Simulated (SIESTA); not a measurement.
Crystal: Mg.

```
Mg
1.0
     3.05030    0.00000    0.00000
    -1.52515    2.64164    0.00000
     0.00000    0.00000    3.04484
Mg
1
Direct
  0.00000 0.00000 0.00000
```

This isn't the form of Mg at room conditions, which is hcp.

Base run:

```yaml
Program: SIESTA 5.4.2
Functional: PBEsol
Potentials_or_basis: PseudoDojo 0.4 standard (PBEsol files)
Basis: DZP (energy shift 0.003 Ry; two zetas on semicore shells)
Grid_cutoff: 800 Ry
Energy_shift: 0.003 Ry
k_mesh: 10 × 10 × 9
Occupations: fermi-dirac, width 0.05 eV
Spin: no spin polarisation
```

Its results: band gap on the k mesh none (metal or under the smearing width); pressure 1.2 GPa.

Task: The run is repeated on the same cell with these changes: functional from PBEsol to LDA; potentials or basis from PseudoDojo 0.4 standard (PBEsol files) to PseudoDojo 0.4 standard (LDA files). What comes out?

Result: Band gap on the k mesh none (metal or under the smearing width); pressure -0.1 GPa.

Caveats: the basis of atomic orbitals isn't converged, which shifts pressures, moduli and gaps.
